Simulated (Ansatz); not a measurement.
The system is Ti.

```
CELL_PARAMETERS angstrom
-1.64100 1.64100 1.64100
1.64100 -1.64100 1.64100
1.64100 1.64100 -1.64100
ATOMIC_POSITIONS crystal
Ti 0.00000 0.00000 0.00000
```

This isn't the form of Ti at room conditions, which is hcp.

- Program: Ansatz 0.2.0
- Task: relaxation of cell and atoms
- Functional: revPBE
- Dispersion: D3(BJ)
- Potentials or basis: all-electron LAPW, scalar-relativistic
- Basis error allowed: 0.001 eV/atom
- k mesh: 11 × 11 × 11
- Occupations: fermi-dirac, width 0.05 eV
- Spin: no spin polarisation

At the start: volume 17.68 Å³/atom.

Problem. How do energy, volume and symmetry change on relaxing?

Solution. Over 5 steps the energy falls by 67.5 meV/atom and the volume is 15.83 Å³/atom (-10.5 %); space group Im-3m (No. 229, to 0.05 Å).

The path:
| step | energy change (eV) | largest force (eV/Å) | volume (Å³) |
| --- | --- | --- | --- |
| 1 | 0.0000 | 0.0000 | 17.68 |
| 2 | -0.0585 | 0.0000 | 15.21 |
| 3 | -0.0673 | 0.0000 | 15.91 |
| 4 | -0.0675 | 0.0000 | 15.83 |
| 5 | -0.0675 | 0.0000 | 15.83 |

Final structure:
```yaml
crystal:
  lattice:
    - [-1.58160, 1.58160, 1.58160]
    - [1.58160, -1.58160, 1.58160]
    - [1.58160, 1.58160, -1.58160]
  atoms:
    - { symbol: Ti, position: [0.00000, 0.00000, 0.00000] }
```

Caveat: the volume moved by -10 % from the deposited cell, more than functionals usually miss.
